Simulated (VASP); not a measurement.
These are PBEsol GGA, VASP's PBE PAW potentials (set 64) (plane waves; VASP 6.6.1) values and carry that method's errors.

A VASP calculation is set up with these files.

### POSCAR
```
LiI
1.0
  0.0000000000   2.5259922206   2.5259922206
  2.5259922206   0.0000000000   2.5259922206
  2.5259922206   2.5259922206   0.0000000000
Li I
1 1
direct
  0.0000000000   0.0000000000   0.0000000000
  0.5000000000   0.5000000000   0.5000000000
```

INCAR:
```
SYSTEM = LiI
PREC = Accurate
ENCUT = 600
EDIFF = 1E-7
NELM = 100
ALGO = Normal
LREAL = .FALSE.
LASPH = .TRUE.
ISMEAR = 0
SIGMA = 0.05
GGA = PS
LMAXMIX = 4
LWAVE = .FALSE.
LCHARG = .FALSE.
ISIF = 3
IBRION = 2
NSW = 40
EDIFFG = -0.01
PSTRESS = 300
```

### KPOINTS
```
kpoints
0
G
8 8 8
0 0 0
```

POTCAR, in this order: Li_sv I (PBE.64 set). Program: vasp_std.

Output

**OUTCAR**
```
 ion  position               nearest neighbor table
   1  0.000  0.000  0.000-   2 2.53   2 2.53   2 2.53   2 2.53   2 2.53   2 2.53
   2  0.500  0.500  0.500-   1 2.53   1 2.53   1 2.53   1 2.53   1 2.53   1 2.53
  LATTYP: Found a face centered cubic cell.
 ALAT       =     5.0519844412
 Subroutine PRICEL returns:
 Original cell was already a primitive cell.
 Subroutine GETGRP returns: Found 48 space group operations
The static configuration has the point symmetry O_h .
The dynamic configuration has the point symmetry O_h .
 Subroutine INISYM returns: Found 48 space group operations
 Subroutine IBZKPT returns following result:
 Found     29 irreducible k-points:

 Following reciprocal coordinates:
            Coordinates               Weight
  0.000000  0.000000  0.000000      1.000000
  0.125000  0.000000  0.000000      8.000000
  0.250000  0.000000  0.000000      8.000000
  0.375000  0.000000  0.000000      8.000000
  0.500000  0.000000  0.000000      4.000000
  0.125000  0.125000  0.000000      6.000000
  0.250000  0.125000  0.000000     24.000000
  0.375000  0.125000  0.000000     24.000000
  0.500000  0.125000  0.000000     24.000000
 -0.375000  0.125000  0.000000     24.000000
 -0.250000  0.125000  0.000000     24.000000
 -0.125000  0.125000  0.000000     12.000000
  0.250000  0.250000  0.000000      6.000000
  0.375000  0.250000  0.000000     24.000000
  0.500000  0.250000  0.000000     24.000000
 -0.375000  0.250000  0.000000     24.000000
 -0.250000  0.250000  0.000000     12.000000
  0.375000  0.375000  0.000000      6.000000
  0.500000  0.375000  0.000000     24.000000
 -0.375000  0.375000  0.000000     12.000000
  0.500000  0.500000  0.000000      3.000000
  0.375000  0.250000  0.125000     24.000000
  0.500000  0.250000  0.125000     48.000000
 -0.375000  0.250000  0.125000     24.000000
  0.500000  0.375000  0.125000     24.000000
 -0.375000  0.375000  0.125000     48.000000
 -0.250000  0.375000  0.125000     24.000000
 -0.375000  0.500000  0.125000     12.000000
 -0.250000  0.500000  0.250000      6.000000
   k-points           NKPTS =     29   k-points in BZ     NKDIM =     29   number of bands    NBANDS=      9
   number of dos      NEDOS =    301   number of ions     NIONS =      2
   total plane-waves  NPLWV =  27000
   dimension x,y,z NGX =    30 NGY =   30 NGZ =   30
   dimension x,y,z NGXF=    60 NGYF=   60 NGZF=   60
   ions per type =               1   1
   PREC   = accura    normal or accurate (medium, high low for compatibility)
   ISTART =      0    job   : 0-new  1-cont  2-samecut
   ICHARG =      2    charge: 1-file 2-atom 10-const
   ISPIN  =      1    spin polarized calculation?
   LNONCOLLINEAR =      F non collinear calculations
   LSORBIT =      F    spin-orbit coupling
   INIWAV =      1    electr: 0-lowe 1-rand  2-diag
   ENCUT  =  600.0 eV  44.10 Ry    6.64 a.u.   7.13  7.13  7.13*2*pi/ulx,y,z
   NELM   =    100;   NELMIN=  2; NELMDL= -5     # of ELM steps
   EDIFF  = 0.1E-06   stopping-criterion for ELM
   LREAL  =      F    real-space projection
   NLSPLINE    = F    spline interpolate recip. space projectors
   LMAXMIX     =    4 max onsite mixed and CHGCAR
   VOSKOWN=      0    Vosko Wilk Nusair interpolation
   EDIFFG = -.1E-01   stopping-criterion for IOM
   NSW    =     40    number of steps for IOM
   NBLOCK =      1;   KBLOCK =     40    inner block; outer block
   IBRION =      2    ionic relax: 0-MD 1-quasi-New 2-CG
   NFREE  =      1    steps in history (QN), initial steepest desc. (CG)
   ISIF   =      3    stress and relaxation
   ISYM   =      2    0-nonsym 1-usesym 2-fastsym
   TEIN   =    0.0    initial temperature
   TEBEG  =    0.0;   TEEND  =   0.0 temperature during run
   SMASS  =  -3.00    Nose mass-parameter (am)
...
```

OSZICAR:
```
       N       E                     dE             d eps       ncg     rms          rms(c)
DAV:   1     0.388888891799E+02    0.38889E+02   -0.45231E+03   522   0.113E+03
DAV:   2    -0.345060293331E+01   -0.42339E+02   -0.40078E+02   737   0.151E+02
DAV:   3    -0.494445515639E+01   -0.14939E+01   -0.14924E+01   656   0.323E+01
DAV:   4    -0.498820069063E+01   -0.43746E-01   -0.43715E-01   806   0.523E+00
DAV:   5    -0.498867330680E+01   -0.47262E-03   -0.47257E-03   689   0.524E-01    0.481E+00
DAV:   6    -0.497734858994E+01    0.11325E-01   -0.78911E-03   772   0.599E-01    0.302E+00
DAV:   7    -0.497481964414E+01    0.25289E-02   -0.13791E-02   595   0.984E-01    0.129E-01
DAV:   8    -0.497467837713E+01    0.14127E-03   -0.19813E-03   624   0.324E-01    0.363E-02
DAV:   9    -0.497468760078E+01   -0.92236E-05   -0.50102E-05   660   0.639E-02    0.251E-02
DAV:  10    -0.497468840132E+01   -0.80055E-06   -0.83983E-06   650   0.292E-02    0.634E-03
DAV:  11    -0.497468786030E+01    0.54102E-06   -0.77648E-07   770   0.799E-03    0.160E-03
DAV:  12    -0.497468802155E+01   -0.16125E-06   -0.47681E-08   381   0.243E-03    0.721E-04
DAV:  13    -0.497468800017E+01    0.21383E-07   -0.10564E-08   339   0.994E-04
   1 F= 0.10611378E+01 E0= 0.10611378E+01  d E =0.106114E+01
```

**OUTCAR**
```
------------------------ aborting loop because EDIFF is reached ----------------------------------------
  FORCE on cell =-STRESS in cart. coord.  units (eV):
  Direction    XX          YY          ZZ          XY          YZ          ZX
  --------------------------------------------------------------------------------------
  Total        6.0285495      6.0285495      6.0285495     -0.0000000      0.0000000      0.0000000
  in kB      299.6383453    299.6383453    299.6383453     -0.0000000      0.0000000      0.0000000
  external PRESSURE =      -0.3616547 kB  Pullay stress =     300.0000000 kB
  volume of cell :       32.23
      direct lattice vectors                 reciprocal lattice vectors
     0.000000000  2.525992221  2.525992221    -0.197942019  0.197942019  0.197942019
     2.525992221  0.000000000  2.525992221     0.197942019 -0.197942019  0.197942019
     2.525992221  2.525992221  0.000000000     0.197942019  0.197942019 -0.197942019
 POSITION                                       TOTAL-FORCE (eV/Angst)
 -----------------------------------------------------------------------------------
      0.00000      0.00000      0.00000         0.000000      0.000000      0.000000
      2.52599      2.52599      2.52599         0.000000      0.000000     -0.000000
 -----------------------------------------------------------------------------------
    total drift:                               -0.000000     -0.000000      0.000000
  FREE ENERGIE OF THE ION-ELECTRON SYSTEM (eV)
  ---------------------------------------------------
  free  energy   TOTEN  =        -4.9746880002 eV

  energy  without entropy=       -4.9746880002  energy(sigma->0) =       -4.97468800
  enthalpy is  TOTEN    =         1.0611377581 eV   P V=        6.0358257583

 reached required accuracy - stopping structural energy minimisation
```
(Selected blocks of OUTCAR.)

The compound is LiI in the rock salt structure. It was relaxed first under an external pressure of 30 GPa.
